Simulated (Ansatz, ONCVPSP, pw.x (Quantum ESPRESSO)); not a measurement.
**magnesium (bcc): variants of one ONCV potential in the solid**

ONCVPSP 4.0.1.1 (patched build) input, shortened (lines: element, Z, core and valence counts, functional; n l f; lmax; l rc ep ncon nbas qcut; lloc lpopt rc5 dvloc0; l nproj debl; icmod fcfact rcfact), PBE, scalar-relativistic:

```
  Mg 12.00    3    1        4      upf
    1    0    2.00
    2    0    2.00
    2    1    6.00
    3    0    2.00
    2
    0    2.20    0.00    4    9    3.80
    1    2.05    0.23    4    8    4.90
    2    1.85    0.38    4    9    5.10
    4    1    1.20    0.00
    0    2    3.00
    1    2    3.30
    2    1    2.10
    3    5.75    1.05
```

Crystal test: bcc Mg in pw.x 7.5, no spin, 13³ k-points, Fermi–Dirac smearing 0.01 Ry, cutoffs set for each file from its atomic test. The reference is all-electron LAPW (Ansatz 0.2.0) with the same functional, mesh and smearing; V0 and B0 come from Birch–Murnaghan fits to the pressures at five volumes. Errors are pseudo minus all-electron; Δ is the rms difference of the E(V) curves that follow from these fits, minima aligned, over ±6 % about the mean V0. Mesh and smearing are coarse, so the numbers serve the comparison and aren't converged zero-temperature values; the lattice is a test structure that the element need not adopt.

All-electron: a0 = 3.583 Å (V0 = 22.99 Å³/atom), B0 = 34.7 GPa.

1 further variants are left out: they gave no file fit for a test, a broken result, the same result as the base, or pressures whose basis-set error rivals the error shown.

```csv
change,cutoffs (Ry),pw.x,a0 (Å),a0 error (%),B0 error (%),Δ (meV/atom),mean pressure error (GPa)
base,50/200,converged,3.593,+0.28,-2.5,1.4,+0.28
"core correction Teter function, fcfact 4.25, rcfact 1.1",50/200,converged,3.592,+0.26,-1.9,1.4,+0.27
"local potential polynomial inside 1.20 bohr (lpopt 1, dvloc0 10 Ha)",50/200,converged,3.593,+0.30,-2.6,1.5,+0.31
s: qcut 4; p: qcut 5.1; d: qcut 5.4,50/200,converged,3.593,+0.28,-2.4,1.4,+0.29
```

(1) Give the row for: p: nbas 9.

Results:

(1) pw.x: converged; mean pressure error (GPa): +0.29; a0 (Å): 3.593; a0 error (%): +0.28; B0 error (%): -2.5; Δ (meV/atom): 1.4.
